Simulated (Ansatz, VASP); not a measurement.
## Si: VASP beside Ansatz

The input POSCAR:

```
Si
1.0
    0.0000000000      2.7168139163      2.7168139163
    2.7168139163      0.0000000000      2.7168139163
    2.7168139163      2.7168139163      0.0000000000
Si
2
Direct
    0.0000000000      0.0000000000      0.0000000000
    0.2500000000      0.2500000000      0.2500000000
```

The input INCAR.step1:

```
PREC = Accurate ; ENCUT = 520
EDIFF = 1E-5 ; ISMEAR = 0
SIGMA = 0.01 ; LREAL = F
LASPH = T ; NELM = 100
ALGO = Normal ; ISIF = 2
LWAVE = T ; NBANDS = 11
GGA = PE
```

Contents of INCAR.step2:

```
PREC = Accurate ; ENCUT = 520
EDIFF = 1E-6 ; ISMEAR = 0
SIGMA = 0.01 ; LREAL = F
LASPH = T ; NELM = 100
ALGO = Normal ; ISIF = 2
LWAVE = F ; LCHARG = T
GGA = PE ; LHFCALC = T
AEXX = 1.0 ; ALDAC = 0.0
AGGAC = 0.0 ; PRECFOCK = Normal
HFRCUT = -1 ; LELF = T
LVHAR = T ; NBANDS = 11
ISTART = 1
```

The input KPOINTS:

```
regular mesh
0
Gamma
  6 6 6
```

Input for Ansatz:

```yaml
crystal:
  lattice:
    - [0.0, 2.7168139163, 2.7168139163]
    - [2.7168139163, 0.0, 2.7168139163]
    - [2.7168139163, 2.7168139163, 0.0]
  atoms:
    - { symbol: Si, position: [0.0, 0.0, 0.0] }
    - { symbol: Si, position: [0.25, 0.25, 0.25] }
basis:
  ecutwfc: 420
kpoints:
  mp_grid: { grid: [6, 6, 6] }
  band_path:
    path:
      - [0.0, 0.0, 0.0]
      - [0.5, 0.0, 0.5]
      - [0.625, 0.25, 0.625]
      - [0.375, 0.375, 0.75]
      - [0.5, 0.5, 0.5]
      - [0.5, 0.25, 0.75]
      - [0.0, 0.421875, 0.421875]
    npoints: 1
hamiltonian:
  xc: hf
scf:
  occupations: { method: fixed }
  n_extra_bands: 4
output:
  eigenvalues: true
```

Alike in both runs: task single point; functional HF; k mesh 6 × 6 × 6; no spin polarisation.

|  | VASP | Ansatz |
| --- | --- | --- |
| version | VASP 6.6.1 | Ansatz 0.2.0 |
| potentials or method | VASP PAW PBE potentials, release 64 (Si) | scalar-relativistic, plane waves, PAW |
| plane-wave cutoff (eV) | 520 | 420 |
| occupations | gaussian, width 0.01 eV | fixed |
| valence electrons in the cell | 8 | 8 |

VASP gave:

- gap on the k mesh at the Fermi level (eV): 6.63
- least direct gap on the mesh (eV): 9.12

Question: What did Ansatz give for the same quantities?

Answer: gap on the k mesh at the Fermi level (eV): 6.56; least direct gap on the mesh (eV): 9.06.

 A k mesh can miss the band edges.
